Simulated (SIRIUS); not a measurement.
A run of SIRIUS 7.10.0 is set up as follows.

File sirius.json:

```json
{
  "control": {
    "processing_unit": "cpu",
    "verbosity": 2,
    "num_bands_to_print": 10,
    "print_forces": true,
    "print_stress": true
  },
  "parameters": {
    "electronic_structure_method": "pseudopotential",
    "xc_functionals": ["XC_GGA_X_PBE", "XC_GGA_C_PBE"],
    "gk_cutoff": 9.2,
    "pw_cutoff": 18.4,
    "ngridk": [12, 12, 12],
    "shiftk": [0, 0, 0],
    "smearing": "fermi_dirac",
    "smearing_width": 0.0018374661,
    "num_bands": 10,
    "num_mag_dims": 0,
    "num_dft_iter": 100,
    "energy_tol": 1e-08,
    "density_tol": 1e-06
  },
  "iterative_solver": {
    "type": "davidson",
    "min_tolerance": 1e-09,
    "tolerance_scale": [0.1, 0.25]
  },
  "mixer": {
    "type": "anderson",
    "beta": 0.7,
    "max_history": 8
  },
  "settings": {
    "tol_ne": 1e-10,
    "pseudo_grid_cutoff": 6.5
  },
  "unit_cell": {
    "lattice_vectors": [
      [0.340970174382, 0.196859222927, 0.919231084402],
      [-0.340970174382, 0.196859222927, 0.919231084402],
      [0.0, -0.393718445853, 0.919231084402]
    ],
    "lattice_vectors_scale": 6.9339716209,
    "atom_coordinate_units": "lattice",
    "atom_types": ["B", "N"],
    "atom_files": {
      "B": "B.json",
      "N": "N.json"
    },
    "atoms": {
      "B": [
        [0.99372216, 0.00786643, 0.99762524]
      ],
      "N": [
        [0.33871084, 0.32456657, 0.33480776]
      ]
    }
  }
}
```

Potentials or basis: PseudoDojo 0.4.1 PBE standard (scalar relativistic).

Command:

```console
$ upf_to_json B.upf
$ upf_to_json N.upf
$ OMP_NUM_THREADS=1 sirius.scf --input=sirius.json --output=out.json --task=0
```

Question: Estimate the band gap on the k mesh.

Answer: 4.12 eV.

Question: Predict the pressure.

Answer: 3.7 GPa.

Stress tensor (GPa, compression positive):
```
3.58 3.92 0.02
3.92 5.30 0.00
0.02 0.00 2.33
```

Caveat: forces of over 1 eV/Å show positions far from the minimum, so gaps and moduli don't describe the material at rest. A k mesh can miss the band edges.
